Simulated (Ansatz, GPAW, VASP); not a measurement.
**One calculation of ZnCu, 4 ways**

```
CELL_PARAMETERS angstrom
2.94500 0.00000 0.00000
0.00000 2.94500 0.00000
0.00000 0.00000 2.94500
ATOMIC_POSITIONS crystal
Zn 0.50000 0.50000 0.50000
Cu 0.00000 0.00000 0.00000
```

Alike in all runs: task single point; functional RPBE; k mesh 9 × 9 × 9; occupations gaussian, width 0.02 eV; no spin polarisation; no spin-orbit coupling. Pressure is positive in compression and, in plane waves, holds the error of the finite cutoff, which Ansatz's Pulay term estimates and takes out.

| program and potentials | plane-wave cutoff (eV) | notes | pressure (GPa) |
| --- | --- | --- | --- |
| Ansatz, Ansatz PAW | 420 | potentials made for PBE, which Ansatz adapts in part; 15.5 valence electrons an atom on average; Pulay term of +0.18 GPa included | 6.81 |
| Ansatz, all-electron LAPW, scalar-relativistic | - | - | 6.79 |
| VASP, PBE PAW files Cu_pv, Zn, 520 eV | 520 | potentials made for PBE; 14.5 valence electrons an atom on average | 6.04 |
| GPAW, the program's PAW data sets (release 1.2.1) made for this functional | 600 | 11.5 valence electrons an atom on average | 7.48 |

The pressure spans 6.04 (VASP, PBE PAW files Cu_pv, Zn, 520 eV) to 7.48 GPa (GPAW, the program's PAW data sets (release 1.2.1) made for this functional), with all-electron results at 6.79. Some sets were made for another functional than the one run, which can shift their rows.

Differences between rows come from potentials, basis sets and numerical settings, since the functional is the same but for its coding. Runs on potential files found faulty are left out.
